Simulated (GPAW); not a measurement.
Crystal: Au.

```xyz
1
Lattice="0.0000 2.0350 2.0350 2.0350 0.0000 2.0350 2.0350 2.0350 0.0000" Properties=species:S:1:pos:R:3 pbc="T T T"
Au    0.0000    0.0000    0.0000
```

Program: GPAW 26.7.0. Alike in all runs: task band structure; spin SOC, no magnetisation; cell as given; k mesh 11 × 11 × 11; cutoff (eV) 600; smearing fermi-dirac 0.05 eV.

Order these runs on this cell by their pressure, lowest first.
A. level RPBE; potentials or basis the program's PAW data sets (release 1.2.1) made for this functional, pw; band points 60; spin axis theta (degrees) 90; spin axis phi (degrees) 45
B. level SOGGA; potentials or basis PAW data sets generated in the run's folder for this functional, pw; band points 80; spin axis theta (degrees) 0; spin axis phi (degrees) 0
C. level rSCAN; potentials or basis GPAW PAW data sets (gpaw-data 1.2.1), pw; band points 80; spin axis theta (degrees) 90; spin axis phi (degrees) 0

B (4.4 GPa), C (9.6 GPa), A (17.1 GPa).

Caveats: with this Au data set, volumes or pressures lay over 1.5 % or 2 GPa off other programs in two to four cells of ten; spin-orbit coupling was added after a scalar SCF, so levels and gaps hold it while energy, forces, pressure and moments don't; so large a pressure means that the cell lies far from this level's equilibrium, or that cutoff or potentials fall short (some runs); the PAW data sets were made with another functional, which shifts forces and pressure a little (some runs).
